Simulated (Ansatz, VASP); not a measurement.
**GaP in VASP and in Ansatz**

```
CELL_PARAMETERS angstrom
6.47253 0.00000 0.00000
0.00000 6.47253 0.00000
0.00000 0.00000 6.47253
ATOMIC_POSITIONS crystal
Ga 0.15525 0.15525 0.15525
Ga 0.84475 0.84475 0.84475
Ga 0.34475 0.84475 0.65525
Ga 0.65525 0.15525 0.34475
Ga 0.65525 0.34475 0.84475
Ga 0.34475 0.65525 0.15525
Ga 0.84475 0.65525 0.34475
Ga 0.15525 0.34475 0.65525
P 0.63905 0.63905 0.63905
P 0.36095 0.36095 0.36095
P 0.86095 0.36095 0.13905
P 0.13905 0.63905 0.86095
P 0.13905 0.86095 0.36095
P 0.86095 0.13905 0.63905
P 0.36095 0.13905 0.86095
P 0.63905 0.86095 0.13905
```

Alike in both runs: functional PBE; k mesh 6 × 6 × 6; occupations gaussian, width 0.03 eV; no spin polarisation.

Ansatz relaxed the structure, and its values are those at the end. VASP's run is a single point on that final structure, the one shown.

|  | VASP | Ansatz |
| --- | --- | --- |
| version | VASP 6.6.1 | Ansatz 0.2.0 |
| potentials or method | VASP PAW PBE potentials, release 64 (Ga_d, P) | scalar-relativistic, plane waves, PAW |
| plane-wave cutoff (eV) | 520 | 500 |
| valence electrons in the cell | 144 | 144 |

VASP gave:

```
gap on the k mesh at the Fermi level (eV) : 0.32
least direct gap on the mesh (eV)         : 0.32
pressure (GPa)                            : 11.9
rms of the force components (eV/Å)        : 0.006
```

Estimate Ansatz's values.

gap on the k mesh at the Fermi level (eV): 0.32; least direct gap on the mesh (eV): 0.32; pressure (GPa): 12.0; rms of the force components (eV/Å): 0.004.

A k mesh can miss the band edges.
